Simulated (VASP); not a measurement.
# Mg2Si (Fm-3m) in VASP: notebook, part 2 of 2

VASP 6.6.1. The steps go on from the part before.

**5. Electrostatic potential, HSE06**

This run uses another cell than the first one, of 21.43 Å³/atom, 1.014 times its volume.

File POSCAR:

```
Mg2Si                                   
1.0
    0.0000000000      3.1796925105      3.1796925105
    3.1796925105      0.0000000000      3.1796925105
    3.1796925105      3.1796925105     -0.0000000000
  Si              Mg            
     1     2
Direct
     0.0000000000000000    0.0000000000000000    0.0000000000000000
     0.2500000000000000    0.2500000000000000    0.2500000000000000
     0.7500000000000000    0.7500000000000000    0.7500000000000000
```

File INCAR.step1:

```
SYSTEM = Mg2Si
  PREC = Accurate
  ENCUT = 520
  EDIFF = 1E-5
  ISMEAR = 0
  SIGMA = 0.02
  LREAL = .False.
  LASPH = .True.
  NELM = 60
  ALGO = Normal
  ISIF = 2
  LWAVE = .True.
  GGA = PE
  KPAR = 4
```

File INCAR.step2:

```
SYSTEM = Mg2Si
  PREC = Accurate
  ENCUT = 520
  EDIFF = 1E-6
  ISMEAR = 0
  SIGMA = 0.02
  LREAL = .False.
  LASPH = .True.
  NELM = 60
  ALGO = Normal
  ISIF = 2
  LWAVE = .False.
  LCHARG = .True.
  GGA = PE
  LHFCALC = .True.
  HFSCREEN = 0.2
  PRECFOCK = Fast
  LVHAR = .True.
  ISTART = 1
  KPAR = 4
```

File KPOINTS:

```
regular mesh
0
Gamma
  6 6 6
  0 0 0
```

The run is started by

```console
$ cat potpaw_PBE.64/Si/POTCAR potpaw_PBE.64/Mg/POTCAR > POTCAR
$ cp INCAR.step1 INCAR
$ mpirun -np 4 vasp_std > vasp.out
$ cp INCAR.step2 INCAR
$ mpirun -np 4 vasp_std > vasp.out
```

Wall time 65 s (4 MPI ranks of Intel Xeon 6975P-C (Granite Rapids), shared host); peak memory 0.31 GiB.

It converged, with:

```
Free energy            : -9.8933 eV
Pressure               : -0.8 GPa
Band gap on the k mesh : 0.59 eV, indirect (least direct gap 2.47 eV)
```

Levels at points of the mesh, in eV from the valence-band top:
```csv
k point,band 1,band 2,band 3,band 4,band 5,band 6,band 7,band 8
"(0.00, 0.00, 0.00)",-10.23,0.00,0.00,0.00,2.47,3.14,3.14,3.14
"(0.50, 0.00, 0.00)",-8.64,-5.30,-0.78,-0.78,1.80,3.12,3.12,5.69
"(0.50, 0.50, 0.00)",-8.01,-4.93,-2.17,-2.17,0.59,0.86,8.87,8.87
```

Caveat: the PAW data sets were made with another functional, which shifts forces and pressure a little.

**6. Electrostatic potential, r2SCAN**

This run uses another cell than the first one, of 21.43 Å³/atom, 1.014 times its volume.

File INCAR:

```
SYSTEM = Mg2Si
  PREC = Accurate
  ENCUT = 520
  EDIFF = 1E-6
  ISMEAR = 0
  SIGMA = 0.02
  LREAL = .False.
  LASPH = .True.
  NELM = 60
  ALGO = Normal
  ISIF = 2
  LWAVE = .False.
  LCHARG = .True.
  METAGGA = R2SCAN
  LMIXTAU = .True.
  LVHAR = .True.
  KPAR = 4
```

File KPOINTS:

```
regular mesh
0
Gamma
  8 8 8
  0 0 0
```

POSCAR is that of step 5.

Potentials or basis: VASP PAW PBE potentials, release 64 (Si, Mg).

The run is started by

```console
$ cat potpaw_PBE.64/Si/POTCAR potpaw_PBE.64/Mg/POTCAR > POTCAR
$ mpirun -np 4 vasp_std > vasp.out
```

OUTCAR:

```text
SYSTEM = Mg2Si
   PREC = Accurate
   ENCUT = 520
   EDIFF = 1E-6
   ISMEAR = 0
   LREAL = .False.
   LASPH = .True.
   NELM = 60
   ISIF = 2
   METAGGA = R2SCAN

 ion  position               nearest neighbor table
   1  0.000  0.000  0.000-   3 2.75   3 2.75   3 2.75   2 2.75   2 2.75   2 2.75   3 2.75   2 2.75

   2  0.250  0.250  0.250-   1 2.75   1 2.75   1 2.75   1 2.75   3 3.18   3 3.18   3 3.18   3 3.18
                             3 3.18   3 3.18
   3  0.750  0.750  0.750-   1 2.75   1 2.75   1 2.75   1 2.75   2 3.18   2 3.18   2 3.18   2 3.18
                             2 3.18   2 3.18

  LATTYP: Found a face centered cubic cell.
 ALAT       =     6.3593850210

  Lattice vectors:

 A1 = (   0.0000000000,   3.1796925105,   3.1796925105)
 A2 = (   3.1796925105,   0.0000000000,   3.1796925105)
 A3 = (   3.1796925105,   3.1796925105,   0.0000000000)

Analysis of symmetry for initial positions (statically):
=====================================================================
 Subroutine PRICEL returns:
 Original cell was already a primitive cell.

 Routine SETGRP: Setting up the symmetry group for a
 face centered cubic supercell.

 Subroutine GETGRP returns: Found 48 space group operations
[... 178 lines left out ...]
      1      -6.0010      2.00000
      2       3.4976      2.00000
      3       3.4976      2.00000
      4       3.4976      2.00000
      5       5.9276      0.00000
      6       6.3237      0.00000
      7       6.3237      0.00000
      8       6.3237      0.00000
[... 243 lines left out ...]
 k-point    24 :      -0.3750    0.2500    0.1250
  band No.  band energies     occupation
      1      -4.2506      2.00000
      2      -0.9822      2.00000
      3       0.9757      2.00000
      4       1.9859      2.00000
      5       5.9543      0.00000
      6       6.2641      0.00000
      7       8.4158      0.00000
      8       9.0013      0.00000

 [... further k-points ...]

------------------------ aborting loop because EDIFF is reached ----------------------------------------

  FORCE on cell =-STRESS in cart. coord.  units (eV):
  Direction    XX          YY          ZZ          XY          YZ          ZX
  --------------------------------------------------------------------------------------
  -------------------------------------------------------------------------------------
  Total       -0.3463898     -0.3463898     -0.3463898     -0.0000000      0.0000000     -0.0000000
  in kB       -8.6315796     -8.6315796     -8.6315796     -0.0000000      0.0000000     -0.0000000
  external PRESSURE =      -8.6315796 kB  Pullay stress =       0.0000000 kB

 VOLUME and BASIS-vectors are now :
 -----------------------------------------------------------------------------
  energy-cutoff  :      520.00
  volume of cell :       64.30
      direct lattice vectors                 reciprocal lattice vectors
     0.000000000  3.179692510  3.179692510    -0.157247909  0.157247909  0.157247909
     3.179692510  0.000000000  3.179692510     0.157247909 -0.157247909  0.157247909
     3.179692510  3.179692510  0.000000000     0.157247909  0.157247909 -0.157247909

 POSITION                                       TOTAL-FORCE (eV/Angst)
 -----------------------------------------------------------------------------------
      0.00000      0.00000      0.00000         0.000000     -0.000000     -0.000000
      1.58985      1.58985      1.58985        -0.000000     -0.000000      0.000000
      4.76954      4.76954      4.76954         0.000000      0.000000      0.000000
 -----------------------------------------------------------------------------------
    total drift:                               -0.000000      0.000000     -0.000000

  FREE ENERGIE OF THE ION-ELECTRON SYSTEM (eV)
  ---------------------------------------------------
  free  energy   TOTEN  =       -17.6810687708 eV

  energy  without entropy=      -17.6810687708  energy(sigma->0) =      -17.68106877
```

stdout:

```text
POSCAR found type information on POSCAR SiMg
 POSCAR found :  2 types and       3 ions
 scaLAPACK will be used
 -----------------------------------------------------------------------------
|                                                                             |
|                                                                             |
|     You enforced a specific xc type in the INCAR file but a different       |
|     I HOPE YOU KNOW WHAT YOU ARE DOING!                                     |
|                                                                             |
 -----------------------------------------------------------------------------

 LDA part: xc-table for (None), standard interpolation
 POSCAR, INCAR and KPOINTS ok, starting setup
 FFT: planning ... GRIDC
 FFT: planning ... GRID_SOFT
 FFT: planning ... GRID
 WAVECAR not read
 entering main loop
```

Run time: 23 s. Hardware: 4 MPI ranks of Intel Xeon 6975P-C (Granite Rapids), shared host; peak memory 0.22 GiB.

What came out:

```yaml
Free_energy: -17.6811 eV
Pressure: -0.9 GPa
Band_gap_on_the_k_mesh: 0.46 eV, indirect (least direct gap 2.43 eV)
```

Caveat: the PAW data sets were made with another functional, which shifts forces and pressure a little. r2SCAN opens gaps a little over a GGA but as a rule still falls short of measured ones.

**7. Summary**

```csv
task,level,spin,cell,k mesh,cutoff (eV),grid for exact exchange (PRECFOCK),screening parameter,gap on the mesh (eV),pressure (GPa)
relaxation of cell and atoms,PBE,off,relaxed,8 × 8 × 8,600,-,-,0.21,0.0
electrostatic potential,PBE,off,"Fm-3m, 21.43 Å³/atom",8 × 8 × 8,520,-,-,0.21,0.0
electrostatic potential,PBE,"non-collinear, zero start, SOC","Fm-3m, 21.43 Å³/atom",8 × 8 × 8,520,-,-,-,0.0
electrostatic potential,HSE06,off,"Fm-3m, 21.43 Å³/atom",6 × 6 × 6,520,Fast,0.2 1/A,0.59,-0.8
electrostatic potential,r2SCAN,off,"Fm-3m, 21.43 Å³/atom",8 × 8 × 8,520,-,-,0.46,-0.9
```

Alike in all rows: potentials or basis VASP PAW PBE potentials, release 64 (Si, Mg); smearing gaussian 0.02 eV.

On the cell as given the gap runs from 0.21 eV (PBE) to 0.59 eV (HSE06); the meshes differ, which moves gaps too. The pressure there spans -0.9 GPa (r2SCAN) to 0.0 GPa (PBE); a positive pressure means that this level wants a larger cell, a negative one a smaller.

Caveats: the PAW data sets were made with another functional, which shifts forces and pressure a little (some runs).

Total energies depend on the potentials used, so only differences within one code and one set of settings carry meaning.
